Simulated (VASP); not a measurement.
Here is a VASP 6.6.1 calculation.

Contents of INCAR:

```
ALGO     = Normal         # electronic algorithm
EDIFF    = 1E-7           # SCF threshold, eV
ENCUT    = 520            # plane-wave cutoff, eV
GGA      = PE             # functional
ISIF     = 2              # what is computed and relaxed
ISMEAR   = -1             # smearing method
ISPIN    = 2              # spin polarisation
LASPH    = T              # aspherical terms in the spheres
LCHARG   = F              # write CHGCAR
LMAXMIX  = 4              # l up to which the mixer works
LORBIT   = 11             # projections on sites
LREAL    = F              # projectors in reciprocal space
LWAVE    = F              # write WAVECAR
MAGMOM   = 4 0            # initial moments
NBANDS   = 20             # bands
NELM     = 100            # most SCF steps
PREC     = Accurate       # precision mode
SIGMA    = 0.05           # smearing width, eV
```

File KPOINTS:

```
k-points
0
Gamma
  7 7 9
```

File POSCAR:

```
MnSb
1.0
    3.8998500000      0.0000000000      0.0000000000
    0.0000000000      3.8998500000      0.0000000000
    0.0000000000      0.0000000000      3.0617500000
Mn Sb
1 1
Direct
   -0.0119990000      0.0131030000      0.4977010000
    0.5044140000      0.4939280000      0.5018860000
```

Potentials or basis: VASP PAW PBE potentials, release 64 (Mn_pv, Sb).

Command:

```sh
$ cat potpaw_PBE.64/Mn_pv/POTCAR potpaw_PBE.64/Sb/POTCAR > POTCAR
$ mpirun -np 1 vasp_std > vasp.out
```

Problem. Estimate the site moments.

Solution. Mn +3.67; Sb -0.08 μB.

Problem. What does it give for the band gap on the k mesh?

Solution. None (metal or under the smearing width).

Problem. Estimate the largest force.

Solution. 0.501 eV/Å.

Stress tensor (GPa, compression positive):
```
 0.03 -0.51 -0.02
-0.51 -0.02  0.02
-0.02  0.02 -0.56
```

Caveat: a cell with one magnetic atom can't hold antiferromagnetic order, which such compounds often take. Spin-orbit coupling is left out, which matters for the levels of Sb.
